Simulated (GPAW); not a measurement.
The system is Zr.

```xyz
2
Lattice="3.2320 0.0000 0.0000 -1.6160 2.7990 0.0000 0.0000 0.0000 5.1470" Properties=species:S:1:pos:R:3 pbc="T T T"
Zr    1.6160    0.9330    3.8603
Zr    0.0000    1.8660    1.2868
```

```yaml
Program: GPAW 26.7.0
Task: relaxation of cell and atoms
Functional: PBE
Dispersion: D3
Potentials_or_basis: GPAW PAW data sets (gpaw-data 1.2.1)
Cutoff: 600 eV
Basis: pw
k_mesh: 7 × 7 × 4
Occupations: fermi-dirac, width 0.05 eV
Spin: no spin polarisation
```

At the start: pressure -3.4 GPa; volume 23.28 Å³/atom.

How do energy, volume and symmetry change on relaxing?

Over 3 steps the energy falls by 8.4 meV/atom and the volume is 22.44 Å³/atom (-3.6 %); space group P6_3/mmc (No. 194, to 0.05 Å).

Step by step:
```tsv
step	energy change (eV)	largest force (eV/Å)	pressure (GPa)	volume (Å³)
1	0.0000	0.0000	-3.36	46.56
2	-0.0085	0.0000	-2.43	46.08
3	-0.0168	0.0001	0.06	44.88
```

Final structure:
```xyz
2
Lattice="3.1939 0.0000 0.0000 -1.5970 2.7660 0.0000 0.0000 0.0000 5.0797" Properties=species:S:1:pos:R:3 pbc="T T T"
Zr    1.5970    0.9220    3.8098
Zr    0.0000    1.8440    1.2699
```

Caveat: later steps reuse the first step's grids; pairwise dispersion overbinds metals, which lowers pressure and volume.
